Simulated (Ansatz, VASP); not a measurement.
## One calculation of HfO2, two programs

INCAR

```
ALGO = Normal
EDIFF = 1E-7
ENCUT = 520
GGA = PE
GGA_COMPAT = F
ISIF = 2
ISMEAR = -1
LASPH = T
LCHARG = T
LMAXMIX = 4
LNONCOLLINEAR = T
LORBIT = 11
LORBMOM = T
LREAL = F
LSORBIT = T
LVHAR = T
LWAVE = F
MAGMOM = 0 0 0 0 0 0 0 0 0
NBANDS = 35
NELM = 150
PREC = Accurate
SIGMA = 0.02
```

KPOINTS

```
k-points
0
Gamma
  9 9 9
```

Contents of POSCAR:

```
HfO2
1.0
    0.0000000000      2.5488082158      2.5488082158
    2.5488082158      0.0000000000      2.5488082158
    2.5488082158      2.5488082158      0.0000000000
Hf O
1 2
Direct
    0.0000000000      0.0000000000      0.0000000000
    0.2500000000      0.2500000000      0.2500000000
    0.7500000000      0.7500000000      0.7500000000
```

Input for Ansatz:

```yaml
crystal:
  lattice:
    - [0.0, 2.5488082158, 2.5488082158]
    - [2.5488082158, 0.0, 2.5488082158]
    - [2.5488082158, 2.5488082158, 0.0]
  atoms:
    - { symbol: Hf, position: [0.0, 0.0, 0.0] }
    - { symbol: O, position: [0.25, 0.25, 0.25] }
    - { symbol: O, position: [0.75, 0.75, 0.75] }
kpoints:
  mp_grid: { grid: [9, 9, 9] }
  band_path:
    path:
      - [0.0, 0.0, 0.0]
      - [0.5, 0.0, 0.5]
      - [0.625, 0.25, 0.625]
      - [0.375, 0.375, 0.75]
      - [0.0, 0.0, 0.0]
      - [0.5, 0.5, 0.5]
      - [0.5, 0.25, 0.75]
      - [0.5, 0.0, 0.5]
    npoints: 8
scf:
  occupations: { method: fermi_dirac, width: 0.02 }
hamiltonian:
  xc: pbe
  pseudopotentials: { kind: all_electron, lapw: { basis_error: 0.0005 } }
output:
  forces: true
  stress: true
  eigenvalues: true
magnetization:
  noncollinear: true
  spin_orbit: true
```

Alike in both runs: task single point; functional PBE; k mesh 9 × 9 × 9; occupations fermi-dirac, width 0.02 eV; non-collinear spin, spin-orbit coupling.

|  | VASP | Ansatz |
| --- | --- | --- |
| version | VASP 6.6.1 | Ansatz 0.2.0 |
| potentials or method | VASP PAW PBE potentials, release 64 (Hf_pv, O) | all-electron LAPW |
| plane-wave cutoff (eV) | 520 | see its input |

|  | VASP | Ansatz | Ansatz less VASP |
| --- | --- | --- | --- |
| gap on the k mesh at the Fermi level (eV) | 3.85 | 3.85 | +0.003 |
| pressure (GPa) | -3.5 | -0.2 | +3.30 |
| net moment per atom (μB) | 0.00 | 0.00 | 0.000 |

Ansatz ran all-electron here, so the differences hold the error of VASP's frozen core and of both bases.
